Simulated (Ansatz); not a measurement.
System: zinc-blende AlSb. Method: PBE-D4 (Ansatz, a quantum-chemistry and plane-wave program, PAW).

Numerical settings: plane-wave cutoff 520 eV, 10×10×10 k mesh, Fermi–Dirac smearing 0.01 eV, scalar-relativistic PAW data made under PBE.

A third-order Birch–Murnaghan fit to the energies gives V0 = 29.024 Å³/atom, B0 = 54.7 GPa, B′ = 4.4.

```
V (Å³/atom)  P (GPa)
-----------  -------
27.283           ___
27.863          2.45
28.444           ___
29.024          0.00
29.605         -1.04
30.185         -1.97
30.766           ___
```

**Question.** Estimate the withheld pressures from this fit; the answers are the runs' own values.

**Answer.** 
- 27.283, P (GPa): 3.88
- 28.444, P (GPa): 1.16
- 30.766, P (GPa): -2.80

The formula P = (3/2) B0 (x^(7/3) − x^(5/3)) [1 + (3/4)(B′ − 4)(x^(2/3) − 1)] with x = V0/V meets the computed pressures within 0.01 GPa when these rounded values are put in.

Measured, for comparison: bulk modulus 58.2 GPa (temperature not stated, no zero-point or thermal correction; as tabulated in Toher et al. (2017), arXiv:1611.05714); equilibrium volume per atom 28.77 Å³/atom (low temperature, thermal expansion removed or low-temperature value; zero-point expansion not removed; as tabulated in Zhang et al. (2018), doi:10.1088/1367-2630/aac7f0). Computed (rounded) less measured: bulk modulus -6 %, equilibrium volume per atom +0.9 %.

Spin–orbit coupling is not included.

The computed numbers hold no vibrational or temperature effects.
